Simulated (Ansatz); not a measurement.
Computed with Ansatz 0.2.0, DFT PBE, scalar-relativistic, plane waves, PAW. Several structures of AgCl were relaxed, and the powder pattern of one of them was computed from 10° to 70° in 2θ (λ = 1.5406 Å; lines under 1 % are left out).

Cu Kα1 powder pattern (kinematic, no thermal factors).
```tsv
2θ (°)	relative intensity
22.72	100
27.24	96
29.89	65
37.87	50
39.90	86
46.41	14
48.98	20
50.64	82
51.45	17
56.18	15
62.09	7
62.83	10
64.95	17
67.02	8
67.03	8
```

Task: Which structure gives it?
A.

```
Ag Cl
1.0
     4.51486    0.00000    0.00000
    -2.25743    3.90998    0.00000
     0.00000    0.00000    5.97461
Ag Cl
2 2
Direct
  0.33333 0.66667 0.75000
  0.66667 0.33333 0.25000
  0.66667 0.33333 0.75000
  0.33333 0.66667 0.25000
```

B.

```
Ag Cl
1.0
     5.30700    0.00000    0.00000
     0.00000    5.30700    0.00000
     0.00000    0.00000    4.65450
Ag Cl
2 2
Direct
  0.00000 0.50000 0.99716
  0.50000 0.00000 0.00284
  0.00000 0.00000 0.00000
  0.50000 0.50000 0.00000
```

C.

```
Ag Cl
1.0
     6.05536    0.00000    0.00000
    -3.02768    5.24410    0.00000
     0.00000    0.00000    4.28671
Ag Cl
3 3
Cartesian
  3.0277 0.0000 0.0000
  1.5138 2.6220 0.0000
  -1.5138 2.6220 0.0000
  0.0000 0.0000 0.0000
  0.0000 3.4961 2.1434
  3.0277 1.7480 2.1434
```

Result: A. Its strongest line, at 2θ = 22.72°, has d = λ/(2 sin θ) = 3.910 Å and is the (1 0 0) reflection of the conventional P6_3/mmc cell with a = 4.515 Å, c = 5.975 Å. The others have their strongest lines at 19.1° (B); 40.3° (C).

The cells needn't be stable.
